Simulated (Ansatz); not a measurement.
# ScAl2N3: the cost of one run

Computed with Ansatz 0.2.0 (DFT PBEsol, scalar-relativistic, plane waves, PAW, unless a step's input says otherwise).

1 further run of the same task is left out (set aside as unsound or not needed). Runs told in other sessions of the task aren't counted.

**1. Starting point**

It takes space group Cm (No. 8, monoclinic). Conventional cell: a = 11.486 Å, b = 3.136 Å, c = 7.422 Å, α = 90.00°, β = 104.79°, γ = 90.00°. Al (site symmetry m) has 4 N at 1.89 to 1.91 Å in its first shell of neighbours. Al (site symmetry m) is surrounded by 4 N at 1.89 to 1.90 Å. Al (site symmetry m) is surrounded by 4 N at 1.90 to 1.91 Å. Al (site symmetry m) has 4 N at 1.90 Å in its first shell of neighbours. Ga (site symmetry m) is surrounded by 4 N at 1.93 to 1.96 Å. N (site symmetry m) is surrounded by 3 Al at 1.90 Å and 1 Ga at 1.96 Å. Only part of the 12 independent sites is listed.

Structure file:

```
CELL_PARAMETERS angstrom
5.74321 -1.56788 0.00091
5.74321 1.56788 0.00091
-1.89621 0.00000 7.17535
ATOMIC_POSITIONS crystal
Al 0.94421 0.94421 0.38923
Al 0.88893 0.88893 0.77670
Al 0.22314 0.22314 0.44451
Al 0.55405 0.55405 0.11303
Ga 0.27708 0.27708 0.05762
Ga 0.60965 0.60965 0.72179
N 0.14761 0.14761 0.18500
N 0.48165 0.48165 0.85245
N 0.81833 0.81833 0.51506
N 0.76440 0.76440 0.90172
N 0.09530 0.09530 0.56471
N 0.43101 0.43101 0.24298
```

It goes back to an entry of the Materials Project, which need not be the stable form.

It is the result of an earlier relaxation at this level (volume 10.77 Å³/atom; gap on the mesh: 3.26 eV).

**2. Swap Ga → Sc**

ScAl2N3 starts from the relaxed positions of Al2GaN3, with all lengths scaled by 1.052, a guess from tabulated radii.

**3. A first look at the start (ScAl2N3)**

The input, input.yaml:

```yaml
crystal:
  lattice:
    - [6.0446124593, -1.6501597498, 0.0009594274]
    - [6.0446124593, 1.6501597498, 0.0009594274]
    - [-1.9957261808, 0.0, 7.5519111466]
  atoms:
    - { symbol: Al, position: [0.9442094829, 0.9442094829, 0.3892317942] }
    - { symbol: Al, position: [0.8889313905, 0.8889313905, 0.7767015036] }
    - { symbol: Al, position: [0.223141811, 0.223141811, 0.4445132117] }
    - { symbol: Al, position: [0.5540491763, 0.5540491763, 0.1130296846] }
    - { symbol: Sc, position: [0.2770821302, 0.2770821302, 0.0576223522] }
    - { symbol: Sc, position: [0.6096504598, 0.6096504598, 0.7217877031] }
    - { symbol: "N", position: [0.1476133206, 0.1476133206, 0.1850004133] }
    - { symbol: "N", position: [0.4816489578, 0.4816489578, 0.8524466906] }
    - { symbol: "N", position: [0.8183309532, 0.8183309532, 0.5150587638] }
    - { symbol: "N", position: [0.7644028747, 0.7644028747, 0.9017209733] }
    - { symbol: "N", position: [0.0952971031, 0.0952971031, 0.5647077552] }
    - { symbol: "N", position: [0.43100734, 0.43100734, 0.2429801442] }
basis:
  ecutwfc: 420
kpoints:
  mp_grid: { grid: [6, 6, 4] }
hamiltonian:
  xc: pbesol
scf:
  occupations: { method: gaussian, width: 0.1 }
output:
  forces: true
  stress: true
  eigenvalues: true
```

Launch:

```bash
ansatz run input.yaml --threads 2 --pin off --max-ram 5120MiB --backend cpu --events-out ev --progress --plain --runs-dir out
```

Q: Estimate wall time and peak memory on 2 threads of Arm Neoverse V2, shared host.

About 14 s, with a peak of 0.55 GiB.
